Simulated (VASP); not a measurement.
**Pb: single point with PBE**

The system is Pb.

```
Pb
1.0
     3.25173    0.00000    0.00000
     0.00000    3.25173    0.00000
     0.00000    0.00000    3.25173
Pb
1
Direct
  0.00000 0.00000 0.00000
```

This isn't the form of Pb at room conditions, which is fcc.

```json
{
 "Program": "VASP 6.6.1",
 "Task": "single point",
 "Functional": "PBE",
 "Potentials or basis": "VASP PAW PBE potentials, release 64 (Pb_d)",
 "Cutoff": "520 eV",
 "k mesh": "13 × 13 × 13",
 "Occupations": "fermi-dirac, width 0.05 eV",
 "Spin": "no spin polarisation"
}
```

| Quantity | Value |
| --- | --- |
| Pressure | -0.1 GPa |
| Band gap on the k mesh | none (metal or under the smearing width) |

Levels at points of the mesh, in eV from the Fermi level:
```csv
k point,band 3,band 4,band 5,band 6,band 7,band 8,band 9,band 10,band 11,band 12
"(0.00, 0.00, 0.00)",-16.66,-16.66,-16.66,-11.12,4.83,4.83,4.83,7.67,9.17,9.17
```

Wall time 11 s on 1 thread of Intel(R) Xeon(R) Platinum 8488C (Sapphire Rapids) (shared host), peak memory 0.16 GiB.

Spin-orbit coupling is left out, which matters for the levels of Pb.
